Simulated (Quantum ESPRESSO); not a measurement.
NiO2: equation of state with PBEsol

NiO2:

```
Ni O
1.0
     2.91215    0.00000    0.00000
    -1.45608    2.52200    0.00000
     0.00000    0.00000   10.55527
Ni O
2 4
Direct
  0.00000 0.00000 0.50000
  0.00000 0.00000 0.00000
  0.33333 0.66667 0.58908
  0.33333 0.66667 0.91092
  0.66667 0.33333 0.41092
  0.66667 0.33333 0.08908
```

The cell comes from a database or a generator and needn't be the stable form of this composition.

| Item | Value |
| --- | --- |
| Program | Quantum ESPRESSO 7.5 |
| Task | equation of state |
| Functional | PBEsol |
| Potentials or basis | GBRV 1.5 PBEsol |
| Cutoff | 612 eV |
| Density cutoff | 4898 eV |
| k mesh | 10 × 10 × 3 |
| Occupations | fermi-dirac, width 0.05 eV |
| Spin | collinear spin, ferromagnetic start |
| Starting moments | [1.0, 1.0, 0.0, 0.0, 0.0, 0.0] μB |

```
Equilibrium volume                        : 11.63 Å³/atom (rough: see the caveat)
Bulk modulus at fixed shape and positions : 179 GPa (rough)
```

Energy against volume, from the lowest point:
| volume (Å³/atom) | energy (meV/atom) |
| --- | --- |
| 12.145 | 0.00 |
| 12.404 | 13.73 |
| 12.662 | 31.88 |
| 12.920 | 53.92 |
| 13.179 | 79.41 |
| 13.437 | 107.97 |
| 13.696 | 139.15 |

All runs of the series together: 6.6 min on 2 threads of Intel(R) Xeon(R) 6975P-C (Granite Rapids), on a shared host.

Caveat: the minimum lies outside the volumes run; the cell was scaled at fixed shape and fractional positions, which overstates the stiffness of a crystal with free parameters, most of all of layers and chains.
